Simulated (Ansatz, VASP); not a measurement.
# One calculation of P, two programs

Contents of INCAR:

```
PREC = Accurate
ENCUT = 600
EDIFF = 1E-6
ISMEAR = 0
SIGMA = 0.1
LREAL = False
LASPH = True
NELM = 80
ALGO = Normal
ISIF = 3
LWAVE = False
LCHARG = False
GGA = PE
IBRION = 2
NSW = 100
EDIFFG = -0.01
```

KPOINTS

```
regular mesh
0
Gamma
  22 22 22
```

POSCAR

```
P
1.0
    2.4443079142      0.0000000000      0.0000000000
    0.0000000000      2.4443079142      0.0000000000
    0.0000000000      0.0000000000      2.4443079142
P
1
Direct
    0.0000000000      0.0000000000      0.0000000000
```

Input for Ansatz:

```yaml
crystal:
  lattice:
    - [2.4443079142, 0.0, 0.0]
    - [0.0, 2.4443079142, 0.0]
    - [0.0, 0.0, 2.4443079142]
  atoms:
    - { symbol: P, position: [0.0, 0.0, 0.0] }
basis:
  ecutwfc: 420
kpoints:
  mp_grid: { grid: [22, 22, 22] }
hamiltonian:
  xc: pbe
scf:
  occupations: { method: gaussian, width: 0.1 }
output:
  forces: true
  stress: true
  eigenvalues: true
  write_density: true
  write_potential: true
  elf: true
  volumetric_format: npy
relax:
  adjacent_minimum: "off"
  f_tol: 0.01
  max_steps: 80
  cell: { stress_tol: 0.05 }
```

Alike in both runs: task relaxation of cell and atoms; functional PBE; k mesh 22 × 22 × 22; occupations gaussian, width 0.1 eV; no spin polarisation.

|  | VASP | Ansatz |
| --- | --- | --- |
| version | VASP 6.6.1 | Ansatz 0.2.0 |
| potentials or method | VASP PAW PBE potentials, release 64 (P) | scalar-relativistic, plane waves, PAW |
| plane-wave cutoff (eV) | 600 | 420 |
| valence electrons in the cell | 5 | 5 |

|  | VASP | Ansatz | Ansatz less VASP |
| --- | --- | --- | --- |
| gap on the k mesh at the Fermi level, each at its own relaxed structure (eV) | none | none | - |
| relaxed volume (Å³/atom) | 14.58 | 14.60 | +0.028 |
| relaxed cell length with the largest relative difference (Å) | 2.443 | 2.444 | +0.0016 |

A gap of «none» marks a metal or a gap that the smearing closes.
